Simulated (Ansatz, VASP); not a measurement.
**Two plane-wave programs on C**

File POSCAR:

```
C
1.0
    0.0000000000      1.7833700000      1.7833700000
    1.7833700000      0.0000000000      1.7833700000
    1.7833700000      1.7833700000      0.0000000000
C
2
Direct
    0.0000000000      0.0000000000      0.0000000000
    0.2500000000      0.2500000000      0.2500000000
```

The input INCAR.step1:

```
PREC = Accurate
ENCUT = 600
ISMEAR = 0
SIGMA = 0.01
LREAL = False
LASPH = True
NELM = 80
GGA = PE
ALGO = Normal
EDIFF = 1E-4
LWAVE = True
LCHARG = False
```

The input INCAR.step2:

```
PREC = Accurate
ENCUT = 600
EDIFF = 1E-6
ISMEAR = 0
SIGMA = 0.01
LREAL = False
LASPH = True
NELM = 80
ALGO = Normal
ISIF = 3
LWAVE = False
LCHARG = False
METAGGA = R2SCAN
LMIXTAU = True
IBRION = 2
NSW = 80
EDIFFG = -0.002
ISTART = 1
```

The input KPOINTS:

```
Automatic mesh
0
Gamma
  12 12 12
```

Input for Ansatz:

```yaml
crystal:
  lattice:
    - [0.0, 1.78337, 1.78337]
    - [1.78337, 0.0, 1.78337]
    - [1.78337, 1.78337, 0.0]
  atoms:
    - { symbol: C, position: [0.0, 0.0, 0.0] }
    - { symbol: C, position: [0.25, 0.25, 0.25] }
scf:
  occupations: { method: fixed }
output:
  forces: true
  stress: true
hamiltonian:
  xc: r2scan
kpoints:
  mp_grid: { grid: [12, 12, 12] }
relax:
  f_tol: 0.002
  cell: { stress_tol: 0.02 }
```

Alike in both runs: task relaxation of cell and atoms; functional r2SCAN; k mesh 12 × 12 × 12; no spin polarisation.

|  | VASP | Ansatz |
| --- | --- | --- |
| version | VASP 6.6.1 | Ansatz 0.2.0 |
| potentials or method | VASP PAW PBE potentials, release 64 (C) | scalar-relativistic, plane waves, PAW |
| plane-wave cutoff (eV) | 600 | 500 |
| occupations | gaussian, width 0.01 eV | fixed |
| valence electrons in the cell | 8 | 8 |

Ansatz gave:

* relaxed volume (Å³/atom): 5.64
* relaxed cell length with the largest relative difference (Å): 2.518

What did VASP give for the same quantities?

Relaxed volume (Å³/atom): 5.65; relaxed cell length with the largest relative difference (Å): 2.518.

Caveats: the PAW data sets were made with another functional, which shifts forces and pressure a little (VASP).
